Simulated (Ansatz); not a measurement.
# NaI: the cost of one run

Computed with Ansatz 0.2.0 (DFT LDA, scalar-relativistic, unless a step's input says otherwise).

### Step 1. The starting structure

The structure is cubic, space group Fm-3m (No. 225). Conventional cell: a = 6.473 Å, b = 6.473 Å, c = 6.473 Å, α = 90.00°, β = 90.00°, γ = 90.00°. Around Na (site symmetry m-3m) lie 6 I at 3.24 Å. Around I (site symmetry m-3m) lie 6 Na at 3.24 Å.

As a file:

```cif
data_structure
_symmetry_space_group_name_H-M 'P 1'
_symmetry_Int_Tables_number 1
_cell_length_a 4.5770
_cell_length_b 4.5770
_cell_length_c 4.5770
_cell_angle_alpha 60.000
_cell_angle_beta 60.000
_cell_angle_gamma 60.000
_cell_volume 67.80
loop_
_atom_site_label
_atom_site_type_symbol
_atom_site_fract_x
_atom_site_fract_y
_atom_site_fract_z
_atom_site_occupancy
Na1 Na 0.00000 0.00000 0.00000 1
I1 I 0.50000 0.50000 0.50000 1
```

Atoms are numbered in the order of the input: Na1, I2.

### Step 2. After the deformation

Space group Fm-3m before, R-3m after.

### Step 3. All-electron LAPW

Input file input.yaml:

```yaml
crystal:
  lattice:
    - [-0.032364, 3.220218, 3.220218]
    - [3.220218, -0.032364, 3.220218]
    - [3.220218, 3.220218, -0.032364]
  atoms:
    - { symbol: Na, position: [0.0, 0.0, 0.0] }
    - { symbol: I, position: [0.5, 0.5, 0.5] }
kpoints:
  mp_grid: { grid: [8, 8, 8] }
  band_path:
    path:
      - [0.0, 0.0, 0.0]
      - [0.5, 0.5, 0.5]
      - [0.2525443832, 0.5, 0.7474556168]
      - [-0.2525443832, 0.2525443832, 0.5]
      - [0.0, 0.0, 0.5]
      - [0.0, 0.0, 0.0]
      - [-0.3762721916, 0.0, 0.3762721916]
      - [0.0, 0.3762721916, 0.6237278084]
      - [0.0, 0.5, 0.5]
    npoints: 5
scf:
  occupations: { method: fermi_dirac, width: 0.02 }
hamiltonian:
  xc: lda
  pseudopotentials: { kind: all_electron, lapw: { basis_error: 0.001 } }
output:
  forces: true
  stress: true
  eigenvalues: true
```

Run with:

```bash
$ ansatz run input.yaml --threads 1 --pin off --max-ram 3072MiB --backend cpu --events-out ev --progress --plain --runs-dir out
```

Q: Estimate wall time and peak memory on 1 thread of Arm Neoverse V2, shared host.

About 7.9 s, with a peak of 0.29 GiB.
